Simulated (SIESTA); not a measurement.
**Pb under changes of volume**

One of the cells (31.034 Å³/atom); the others are scaled copies at fixed shape and fractional positions:

```xyz
1
Lattice="3.4289 0.0000 0.0000 -1.1430 3.2328 0.0000 -1.1430 -1.6164 2.7997" Properties=species:S:1:pos:R:3 pbc="T T T"
Pb    0.0000    0.0000    0.0000
```

This isn't the form of Pb at room conditions, which is fcc.

| Quantity | Value |
| --- | --- |
| Program | SIESTA 5.4.2 |
| Functional | RGE2 |
| Potentials or basis | PseudoDojo 0.4 standard (PBE files) |
| Basis | DZP (energy shift 0.002 Ry) |
| Grid cutoff | 500 Ry |
| Energy shift | 0.002 Ry |
| k mesh | 9 × 9 × 9 |
| Occupations | fermi-dirac, width 0.05 eV |
| Spin | no spin polarisation |

| volume (Å³/atom) | energy over the lowest point (meV/atom) | pressure (GPa) |
| --- | --- | --- |
| 29.172 | 10.97 | 2.7 |
| 29.792 | 3.14 | 1.4 |
| 30.413 | 0.00 | 0.4 |
| 31.034 | 0.37 | -0.4 |
| 31.654 | 4.16 | -1.3 |
| 32.275 | ? | ? |
| 32.896 | 19.85 | -2.4 |

Problem. What does the run at 32.275 Å³/atom give?

Solution. Energy over the lowest point 10.99 meV/atom; pressure -1.9 GPa.

Worked out: A Birch-Murnaghan fit of order 3 (a polynomial in V^(-2/3)) to the other rows has its minimum at 30.63 Å³/atom with B0 = V·E''(V) = 46 GPa and B' = 6.3. It gives 10.79 meV/atom at 32.275 Å³/atom, against the run's 10.99, and -dE/dV = -2.0 GPa, against -1.9.

Energies are extrapolated to zero smearing.

Caveats: semicore shells carry a single zeta, which can move pressures by several GPa and volumes by a few percent; the potentials were made for another functional, which shifts forces and pressure; the basis of atomic orbitals isn't converged, which shifts pressures, moduli and gaps.
